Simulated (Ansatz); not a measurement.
**What a trial cell of Mg2S relaxes into**

Theory: DFT PBE, scalar-relativistic, plane waves, PAW (Ansatz). Cutoff 420 eV, Γ-centred k mesh, Gaussian smearing, no spin polarisation in the final step.

The start is a random cell of Mg2S with space group I4/m (No. 87), drawn with lower limits on the distances.

```yaml
crystal:
  lattice:
    - [-3.57257, 3.57257, 2.71637]
    - [3.57257, -3.57257, 2.71637]
    - [3.57257, 3.57257, -2.71637]
  atoms:
    - { symbol: Mg, position: [0.16966, 0.65587, 0.82552] }
    - { symbol: Mg, position: [0.34413, 0.16966, 0.51379] }
    - { symbol: Mg, position: [0.65587, 0.83034, 0.48621] }
    - { symbol: Mg, position: [0.83034, 0.34413, 0.17448] }
    - { symbol: S, position: [0.66667, 0.66667, 0.00000] }
    - { symbol: S, position: [0.33333, 0.33333, 0.00000] }
```

Cell and atoms relax at zero pressure; the relaxation can't lower the symmetry of the start. After a coarse first stage the cell is made exact in the group found at 0.06 Å.

The zero of energy is the elements' standard structures at the same level; no fitted shifts are applied.

(1) What does it relax into?

(2) What are its volume, energy, density and gap?

## Answers

(1) It ends in I4/mcm (No. 140). Conventional cell: a = 5.918 Å, c = 6.918 Å. Mg has 4 S at 2.78 Å and 5 Mg at 3.01–3.07 Å; S is coordinated by 8 Mg at 2.78 Å.

```xyz
6
Lattice="-2.9591 2.9591 3.4591 2.9591 -2.9591 3.4591 2.9591 2.9591 -3.4591" Properties=species:S:1:pos:R:3 pbc="T T T"
Mg    4.0238    1.0647    0.0000
Mg    1.0647    1.8945    0.0000
Mg    1.8945    1.0647    3.4591
Mg   -1.0647    1.8945    3.4591
S     0.0000    0.0000    5.1886
S     0.0000    0.0000    1.7295
```

(2) The volume per atom is 20.19 Å³, the density is 2.21 g/cm³ and the energy over the elements is -0.62 eV/atom. The gap on the 10×10×10 mesh is 0 eV (a metal).

The final run used a 10×10×10 mesh on its 6-atom cell and 0.10 eV smearing. For metals, differences of a few meV/atom aren't resolved. Symmetry constrained the relaxation, so the result can be a saddle point. The steps took roughly 2.6 core-minutes in all.